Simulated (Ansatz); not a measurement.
How stiff is this cell of LiNbO₃?

Cell: a COD entry whose atoms were relaxed with PBE, the cell held.

```xyz
10
Lattice="2.5689 1.4832 4.4996 -2.5689 1.4832 4.4996 0.0000 -2.9663 4.4996" Properties=species:S:1:pos:R:3 pbc="T T T"
Li    0.0000    0.0000   10.1240
Li    0.0000    0.0000    3.3747
Nb    0.0000    0.0000    6.7494
Nb    0.0000    0.0000    0.0000
O    -0.6601    1.4832    7.8742
O    -0.9544   -1.3132    7.8742
O     1.6145   -0.1699    7.8742
O     0.9544    1.3132    5.6245
O     0.6601   -1.4832    5.6245
O    -1.6145    0.1699    5.6245
```

Atom numbers follow the list; atoms alike are taken as one site, whose name carries the number of the first.

Level of theory: DFT, PBE, plane waves and PAW, scalar-relativistic, 420 eV cutoff, Γ-centred 7×7×7 k-points, Fermi–Dirac smearing 0.02 eV (Ansatz 0.2.0).

The cell is stretched along z (the third Cartesian axis of the run's cell), x and y held, and the ions relax again each time. Tension counts as positive.

| strain along z (%) | stress along z (GPa) | stress along x (GPa) | gap on the k-mesh (eV) |
| --- | --- | --- | --- |
| -3 | -18.7 | -12.8 | 2.65 |
| -2 | ? | ? | ? |
| -1 | -12.6 | -10.0 | 2.66 |
| 0 | -9.6 | -8.7 | 2.66 |
| +1 | -6.8 | -7.5 | 2.65 |
| +2 | -4.0 | -6.3 | 2.61 |
| +3 | -1.2 | -5.2 | 2.57 |

Problem. Estimate the row at -2 % from the others.

Solution. stress along z (GPa): -15.6; stress along x (GPa): -11.4; gap on the k-mesh (eV): 2.66. Worked: parabolas through the other 6 rows give -15.6 and -11.4 GPa at -2 %. Their slopes at zero strain are 291 GPa (the stiffness along z) and 128 GPa (the coupling of z to x). They hold at this cell, where the calculated pressure is 9.0 GPa. The gap doesn't change in one direction over the range: it is largest at 0 % (2.66 eV) and smallest at +3 % (2.57 eV), so no single slope describes it.

All values belong to this cell and structure model. This high-symmetry form of LiNbO3 is unstable when cold, to polar shifts of Li and Nb. The symmetry of the cell holds that distortion back, wholly or in part, and it would change the field gradients, the more the larger the distortion.
